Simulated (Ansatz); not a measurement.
# Pb: stationary points along a deformation path

Level of theory: DFT PBE, scalar-relativistic, plane waves, PAW (Ansatz 0.2.0). The runs took a 420 eV cutoff, a Γ-centred 18×18×18 mesh and Gaussian smearing (0.15 eV). Spin–orbit coupling is left out, which can shift energies with elements as heavy as these. No spin polarisation. Energies are free energies at this smearing, counted from the undisturbed cell; pressure is positive in compression.

Zero of the scan (as given, not relaxed at this level; it stands at 2.7 GPa):

```xyz
1
Lattice="0.0000 2.4698 2.4698 2.4698 0.0000 2.4698 2.4698 2.4698 0.0000" Properties=species:S:1:pos:R:3 pbc="T T T"
Pb    0.0000    0.0000    0.0000
```

At fixed volume and fractional coordinates, lengths along (0.000, 0.000, 1.000) are scaled against those across it; ρ is that ratio over its starting value. V = 30.131 Å³/atom. Δσ is the stress along the axis less the mean stress across it (compression positive).

```
    ρ  ΔE (meV/atom)  Δσ (GPa) space group
0.650           29.9     -1.08       I4/mmm
0.707           37.6      0.00        Im-3m
0.780           28.0      1.28       I4/mmm
0.850           12.3      1.35       I4/mmm
0.920            2.9      0.66       I4/mmm
0.960            0.3      0.27       I4/mmm
1.000            0.0      0.00        Fm-3m
1.050            0.3     -0.28       I4/mmm
1.100            5.6     -1.59       I4/mmm
1.200           35.9     -4.07       I4/mmm
1.300           88.9     -6.62       I4/mmm
1.414          176.0    -10.18       I4/mmm
1.500          260.8    -12.94       I4/mmm
```

Problem. How does the stress give the slope of the energy, and where is the energy stationary?

Solution. Along the path d ln(length) is 2/3 d ln ρ on the axis and −1/3 d ln ρ across it, so dE/d ln ρ = −(2/3) V Δσ: the energy falls with ρ where Δσ is positive. Δσ vanishes or changes sign at ρ = 0.707 (Im-3m), a maximum at 37.6 meV/atom; at ρ = 1.000 (Fm-3m), a minimum at 0.0 meV/atom. Pairs of stationary points between two samples would go unseen, and could change a minimum read from distant neighbours into a maximum. At ρ = 0.707, 1.000 the cell is cubic, where symmetry alone makes the stress isotropic and the slope zero.

Problem. Which shear constant sets the curvature at ρ = 1?

Solution. For a cubic crystal E/V = (2/3) C (ln ρ)² with C = C′ = (C11 − C12)/2, so Δσ = −2C ln ρ. The parabola of Δσ against ln ρ through ρ = 0.960, 1 and 1.050 gives C ≈ 3.1 GPa with the ions clamped, rough because the steps are large. It is the stress–strain coefficient at this cell's pressure of 2.7 GPa, not the zero-pressure constant.

Problem. Integrate that slope from ρ = 1 to 1.200 by the trapezoid rule.

Solution. With V/N in Å³ and 1 eV/Å³ = 160.2 GPa the slopes at ρ = 1.000, 1.050, 1.100, 1.200 are 0, 35, 199, 510 meV/atom per unit of ln ρ. The steps add 0.9 + 5.5 + 30.9 = 37.2 meV/atom, against 35.9 from the energies; the trapezoid rule misses the curvature of the slope within each step.

In a metal these slopes depend on the k mesh and the smearing.